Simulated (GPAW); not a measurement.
Ru:

```xyz
2
Lattice="2.7058 0.0000 0.0000 -1.3529 2.3433 0.0000 0.0000 0.0000 4.2819" Properties=species:S:1:pos:R:3 pbc="T T T"
Ru    1.3529    0.7811    3.2114
Ru    0.0000    1.5622    1.0705
```

- Program: GPAW 26.7.0
- Task: relaxation of cell and atoms
- Functional: PBEsol
- Dispersion: D3(BJ)
- Potentials or basis: PAW data sets generated in the run's folder for this functional
- Cutoff: 600 eV
- Basis: pw
- k mesh: 8 × 8 × 5
- Occupations: fermi-dirac, width 0.05 eV
- Spin: no spin polarisation

At the start: pressure -14.5 GPa; volume 13.57 Å³/atom.

Q: How do energy, volume and symmetry change on relaxing?

A: Over 4 steps the energy falls by 26.5 meV/atom and the volume is 12.99 Å³/atom (-4.3 %); space group P6_3/mmc (No. 194, to 0.05 Å).

The path:
| step | energy change (eV) | largest force (eV/Å) | pressure (GPa) | volume (Å³) |
| --- | --- | --- | --- | --- |
| 1 | 0.0000 | 0.0000 | -14.52 | 27.15 |
| 2 | -0.0449 | 0.0000 | -6.20 | 26.44 |
| 3 | -0.0530 | 0.0000 | 0.40 | 25.95 |
| 4 | -0.0531 | 0.0000 | -0.01 | 25.98 |

Final structure:
```
CELL_PARAMETERS angstrom
2.66715 0.00000 0.00000
-1.33358 2.30982 0.00000
0.00000 0.00000 4.21727
ATOMIC_POSITIONS crystal
Ru 0.66667 0.33333 0.75000
Ru 0.33333 0.66667 0.25000
```

Caveat: later steps reuse the first step's grids; pairwise dispersion overbinds metals, which lowers pressure and volume.
